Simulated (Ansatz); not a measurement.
Write the native input for Ansatz 0.2.0 that does the following.

| Property | Result |
| --- | --- |
| Task | single point |
| Functional | PBEsol |
| Potentials or basis | all-electron LAPW, scalar-relativistic |
| Cutoff | 257 eV (chosen from the basis error) |
| Basis error allowed | 0.001 eV/atom |
| k mesh | 12 × 12 × 12 |
| Occupations | fermi-dirac, width 0.05 eV |
| Spin | collinear spin, ferromagnetic start |
| Starting moments | [2.0] μB |

V:

```
V
1.0
    -1.51435    1.51435    1.51435
     1.51435   -1.51435    1.51435
     1.51435    1.51435   -1.51435
V
1
Direct
  0.00000 0.00000 0.00000
```

These files were run (other wordings do the same):

input.yaml

```yaml
crystal:
  lattice:
    - [-1.51435, 1.51435, 1.51435]
    - [1.51435, -1.51435, 1.51435]
    - [1.51435, 1.51435, -1.51435]
  atoms:
    - { symbol: V, position: [0.0, 0.0, 0.0], spin: 2.0 }
kpoints:
  mp_grid: { grid: [12, 12, 12] }
scf:
  occupations: { method: fermi_dirac, width: 0.05 }
hamiltonian:
  xc: pbesol
  pseudopotentials: { kind: all_electron, lapw: { basis_error: 0.001 } }
magnetization:
  spin_polarized: true
output:
  forces: true
  stress: true
  eigenvalues: true
```

Potentials or basis: all-electron LAPW, scalar-relativistic.

Launch:

```bash
$ ansatz run input.yaml --threads 2 --pin off --max-ram 6144MiB --backend cpu --events-out ev --progress --plain --runs-dir out
```

Results of the run:

```yaml
Pressure: -12.1 GPa
Band_gap_on_the_k_mesh: none (metal or under the smearing width)
Net_moment: 0.00 μB per cell
Absolute_moment: 0.00 μB per cell
```

Caveat: the starting moments weren't kept.

Run time: 5.8 s on 2 threads of Arm Neoverse V2, on a shared host, peak memory 0.33 GiB.
